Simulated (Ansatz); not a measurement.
**A computed series for NaBr: pressure series**

Consider NaBr in the rock salt structure (space group Fm-3m, No. 225; a = 6.036 Å).

Cell and atoms are relaxed at each pressure.

The values are results of PBE (Ansatz, a program for electronic structure), spin-orbit coupling left out, not measurements.

Notes on the quantities. hole mass: degenerate bands, along [100].

```json
[
 {"case": "base", "hole mass": "0.50, 2.3, 2.3 mₑ (at Γ)", "band gap": "4.07 eV", "width of the top valence band": "0.79 eV"},
 {"case": "pressure −2 GPa", "hole mass": "0.58, 2.8, 2.8 mₑ (at Γ)", "band gap": "3.71 eV", "width of the top valence band": "0.61 eV"},
 {"case": "pressure −1 GPa", "hole mass": "0.53, 2.5, 2.5 mₑ (at Γ)", "band gap": "3.91 eV", "width of the top valence band": "0.71 eV"},
 {"case": "pressure 1.8 GPa", "hole mass": "0.46, 2.1, 2.1 mₑ (at Γ)", "band gap": "4.30 eV", "width of the top valence band": "0.90 eV"},
 {"case": "pressure 4.2 GPa", "hole mass": "0.43, 1.9, 1.9 mₑ (at Γ)", "band gap": "4.55 eV", "width of the top valence band": "1.03 eV"},
 {"case": "pressure 9 GPa", "hole mass": "0.39, 1.7, 1.7 mₑ (at Γ)", "band gap": "4.95 eV", "width of the top valence band": "1.23 eV"},
 {"case": "pressure 18 GPa", "hole mass": "0.36, 1.4, 1.4 mₑ (at Γ)", "band gap": "5.54 eV", "width of the top valence band": "1.52 eV"},
 {"case": "pressure 30 GPa", "hole mass": "0.33, 1.2, 1.2 mₑ (at Γ)", "band gap": "5.90 eV", "width of the top valence band": "1.83 eV"},
 {"case": "pressure 45 GPa", "hole mass": "0.31, 1.1, 1.1 mₑ (at Γ)", "band gap": "5.48 eV", "width of the top valence band": "2.14 eV"},
 {"case": "pressure 60 GPa", "hole mass": "0.30, 0.99, 0.99 mₑ (at Γ)", "band gap": "5.10 eV", "width of the top valence band": "2.40 eV"}
]
```

Load acts through the strain it causes; cell and atoms are relaxed under it. Effective masses come from finite differences of ±0.01 Å⁻¹. Whether these cells are dynamically stable was not tested. Competing high-pressure phases were not computed.
